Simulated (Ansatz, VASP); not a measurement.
## Ti3Al: VASP beside Ansatz

Contents of INCAR:

```
SYSTEM = Ti3Al
PREC = Accurate
ENCUT = 520
EDIFF = 1E-6
ISMEAR = -1
SIGMA = 0.05
LREAL = .FALSE.
LASPH = .TRUE.
NELM = 80
ALGO = Normal
ISIF = 2
LWAVE = .FALSE.
LCHARG = .FALSE.
GGA = PS
NBANDS = 28
```

Contents of KPOINTS:

```
regular mesh
0
G
  9 9 3
  0 0 0
```

Contents of POSCAR:

```
Ti3Al
1.0
    2.9275422229      0.0000000000      0.0000000000
   -1.4637711114      2.5353259357      0.0000000000
    0.0000000000      0.0000000000      9.1340983800
Ti Al
3 1
Direct
    0.3333333333      0.6666666667      0.2494060000
    0.3333333333      0.6666666667      0.7505940000
    0.6666666667      0.3333333333      0.0000000000
    0.6666666667      0.3333333333      0.5000000000
```

Contents of input.yaml:

```yaml
crystal:
  lattice:
    - [2.9275422229, 0.0, 0.0]
    - [-1.4637711114, 2.5353259357, 0.0]
    - [0.0, 0.0, 9.13409838]
  atoms:
    - { symbol: Ti, position: [0.3333333333, 0.6666666667, 0.249406] }
    - { symbol: Ti, position: [0.3333333333, 0.6666666667, 0.750594] }
    - { symbol: Ti, position: [0.6666666667, 0.3333333333, 0.0] }
    - { symbol: Al, position: [0.6666666667, 0.3333333333, 0.5] }
hamiltonian:
  xc: pbesol
  pseudopotentials: { kind: paw }
kpoints:
  mp_grid: { grid: [9, 9, 3] }
  band_path:
    path:
      - [[0.0, 0.0, 0.0], [0.5, 0.0, 0.0], [0.3333333333, 0.3333333333, 0.0], [0.0, 0.0, 0.0], [0.0, 0.0, 0.5], [0.5, 0.0, 0.5], [0.3333333333, 0.3333333333, 0.5], [0.0, 0.0, 0.5]]
      - [[0.5, 0.0, 0.5], [0.5, 0.0, 0.0]]
      - [[0.3333333333, 0.3333333333, 0.0], [0.3333333333, 0.3333333333, 0.5]]
    npoints: 14
scf:
  occupations: { method: fermi_dirac, width: 0.05 }
  n_extra_bands: 10
output:
  forces: true
  stress: true
  eigenvalues: true
  fatbands: false
  write_density: true
  write_potential: true
  elf: true
  volumetric_format: npy
```

The cell comes from a database or a generator and needn't be the stable form of this composition.

Alike in both runs: functional PBEsol; k mesh 9 × 9 × 3; occupations fermi-dirac, width 0.05 eV; no spin polarisation.

|  | VASP | Ansatz |
| --- | --- | --- |
| version | VASP 6.6.1 | Ansatz 0.2.0 |
| potentials or method | VASP PAW PBE potentials, release 64 (Ti_sv, Al) | Ansatz PAW |
| plane-wave cutoff (eV) | 520 | 420 |
| valence electrons in the cell | 39 | 39 |
| task | single point | band structure |

VASP gave:

```
gap on the k mesh at the Fermi level (eV)       : none
pressure (GPa)                                  : -2.4
largest component of the traceless stress (GPa) : 1.13
rms of the force components (eV/Å)              : 0.041
```

**Question.** What did Ansatz give for the same quantities?

**Answer.** gap on the k mesh at the Fermi level (eV): none; pressure (GPa): -2.3; largest component of the traceless stress (GPa): 1.10; rms of the force components (eV/Å): 0.036.

Atom by atom the forces differ by 0.005 eV/Å (rms over components). A gap of «none» marks a metal or a gap that the smearing closes.

Caveats: the PAW data sets were made with another functional, which shifts forces and pressure a little (VASP); the PAW data sets come from PBE, with cores solved anew for the run's functional, which leaves a small shift of forces and pressure (Ansatz).
